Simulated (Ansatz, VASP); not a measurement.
# One calculation of AlN, two programs

POSCAR

```
AlN
1.0
    3.1909425066      0.0000000000      0.0000000000
   -1.5954712533      2.7634372728      0.0000000000
    0.0000000000      0.0000000000      4.0095402850
Al N
2 2
Direct
    0.3333333333      0.6666666667      0.2500000000
    0.6666666667      0.3333333333      0.7500000000
    0.6666666667      0.3333333333      0.2500000000
    0.3333333333      0.6666666667      0.7500000000
```

File INCAR.step1:

```
ALGO = Normal
EDIFF = 1E-4
ENCUT = 520
GGA = PE
ISMEAR = 0
LASPH = True
LCHARG = False
LREAL = False
LWAVE = True
NBANDS = 16
NELM = 100
PREC = Accurate
SIGMA = 0.01
```

INCAR.step2

```
ALGO = Normal
EDIFF = 1E-7
ENCUT = 520
ISIF = 2
ISMEAR = 0
ISTART = 1
LASPH = True
LCHARG = True
LELF = True
LMIXTAU = True
LREAL = False
LVHAR = True
LWAVE = False
METAGGA = R2SCAN
NBANDS = 16
NELM = 100
PREC = Accurate
SIGMA = 0.01
```

KPOINTS

```
k-points
0
Gamma
  12 12 6
```

Input for Ansatz:

```yaml
crystal:
  lattice:
    - [3.1909425066, 0.0, 0.0]
    - [-1.5954712533, 2.7634372728, 0.0]
    - [0.0, 0.0, 4.009540285]
  atoms:
    - { symbol: Al, position: [0.3333333333, 0.6666666667, 0.25] }
    - { symbol: Al, position: [0.6666666667, 0.3333333333, 0.75] }
    - { symbol: "N", position: [0.6666666667, 0.3333333333, 0.25] }
    - { symbol: "N", position: [0.3333333333, 0.6666666667, 0.75] }
kpoints:
  mp_grid: { grid: [12, 12, 6] }
  band_path:
    path:
      - [0.0, 0.0, 0.0]
      - [0.5, 0.0, 0.0]
      - [0.3333333333, 0.3333333333, 0.0]
      - [0.0, 0.0, 0.5]
      - [0.5, 0.0, 0.5]
      - [0.3333333333, 0.3333333333, 0.5]
    npoints: 1
hamiltonian:
  xc: r2scan
scf:
  occupations: { method: fixed }
  n_extra_bands: 5
output:
  forces: true
  stress: true
  eigenvalues: true
```

Change from the starting cell: hydrostatic strain -3.1%.

Alike in both runs: task single point; functional r2SCAN; k mesh 12 × 12 × 6; no spin polarisation.

|  | VASP | Ansatz |
| --- | --- | --- |
| version | VASP 6.6.1 | Ansatz 0.2.0 |
| potentials or method | VASP PAW PBE potentials, release 64 (Al, N) | plane waves, PAW |
| plane-wave cutoff (eV) | 520 | 500 |
| occupations | gaussian, width 0.01 eV | fixed |
| valence electrons in the cell | 16 | 16 |

```tsv
	VASP	Ansatz	Ansatz less VASP
gap on the k mesh at the Fermi level (eV)	4.79	4.75	-0.036
pressure (GPa)	25.0	25.5	+0.51
largest component of the traceless stress (GPa)	3.16	2.84	-0.327
```

Caveats: so large a pressure means that the cell lies far from this level's equilibrium, or that cutoff or potentials fall short (VASP); the potentials were made for another functional, which shifts forces and pressure (VASP). A k mesh can miss the band edges.
